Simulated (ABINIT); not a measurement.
Crystal: TiC.

```
Ti C
1.0
     0.00000    2.16572    2.16572
     2.16572    0.00000    2.16572
     2.16572    2.16572    0.00000
Ti C
1 1
Cartesian
  0.0000 0.0000 0.0000
  2.1657 2.1657 2.1657
```

The cell is a database's computed one.

```yaml
Program: ABINIT 10.8.3 (patched build)
Task: single point
Functional: PBEsol
Potentials_or_basis: PseudoDojo NC SR PBEsol v0.4.1 standard
Cutoff: 1143 eV
k_mesh: 11 × 11 × 11
Occupations: fermi-dirac, width 0.05 eV
Spin: no spin polarisation
```

On this cell: pressure -6.5 GPa; largest force zero by symmetry; band gap on the k mesh none (metal or under the smearing width).

The same run follows on a disturbed copy (atoms moved at random, drawn with an rms of 0.05 Å):

```xyz
2
Lattice="0.0000 2.1657 2.1657 2.1657 0.0000 2.1657 2.1657 2.1657 0.0000" Properties=species:S:1:pos:R:3 pbc="T T T"
Ti    0.0311   -0.0544    0.0078
C     2.2125    2.1626    2.1480
```

**Question.** What changes?

**Answer.** The energy (extrapolated to zero smearing) moves by +8.4 meV/atom; pressure -6.1 GPa; largest force 0.553 eV/Å; band gap on the k mesh none (metal or under the smearing width).

Forces on the atoms (eV/Å):
```
Ti   0.148  0.476 -0.240
C   -0.148 -0.476  0.240
```

Stress tensor (GPa, compression positive):
```
-6.39 -0.13  0.07
-0.13 -5.70  0.21
 0.07  0.21 -6.26
```
